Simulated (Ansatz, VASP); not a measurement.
# Na in VASP and in Ansatz

Contents of INCAR:

```
PREC = Accurate ; ENCUT = 520
EDIFF = 1E-6 ; ISMEAR = 0
SIGMA = 0.1 ; LREAL = False
LASPH = True ; NELM = 60
ALGO = Fast ; ISIF = 2
LWAVE = False ; LCHARG = False
GGA = PS ; NBANDS = 10
```

The input KPOINTS:

```
Automatic mesh
0
Gamma
  4 4 4
```

Contents of POSCAR:

```
Na
1.0
    7.0233428623      0.0000000000      0.0000000000
    0.0000000000      7.0233428623      0.0000000000
    0.0000000000      0.0000000000      7.0233428623
Na
1
Direct
    0.0000000000      0.0000000000      0.0000000000
```

Input for Ansatz:

```yaml
crystal:
  lattice:
    - [7.0233428623, 0.0, 0.0]
    - [0.0, 7.0233428623, 0.0]
    - [0.0, 0.0, 7.0233428623]
  atoms:
    - { symbol: Na, position: [0.0, 0.0, 0.0] }
basis:
  ecutwfc: 420
kpoints:
  mp_grid: { grid: [4, 4, 4] }
hamiltonian:
  xc: pbesol
scf:
  occupations: { method: gaussian, width: 0.1 }
output:
  forces: true
  stress: true
  eigenvalues: true
```

This isn't the form of Na at room conditions, which is bcc.

Alike in both runs: task single point; functional PBEsol; k mesh 4 × 4 × 4; occupations gaussian, width 0.1 eV; no spin polarisation.

|  | VASP | Ansatz |
| --- | --- | --- |
| version | VASP 6.6.1 | Ansatz 0.2.0 |
| potentials or method | VASP PAW PBE potentials, release 64 (Na_pv) | scalar-relativistic, plane waves, PAW |
| plane-wave cutoff (eV) | 520 | 420 |
| valence electrons in the cell | 7 | 9 |

|  | VASP | Ansatz | Ansatz less VASP |
| --- | --- | --- | --- |
| gap on the k mesh at the Fermi level (eV) | none | none | - |
| pressure (GPa) | -0.1 | -0.1 | 0.00 |

A gap of «none» marks a metal or a gap that the smearing closes. The two sets of potentials don't hold the same shells in valence.

Caveats: the PAW data sets were made with another functional, which shifts forces and pressure a little (VASP).
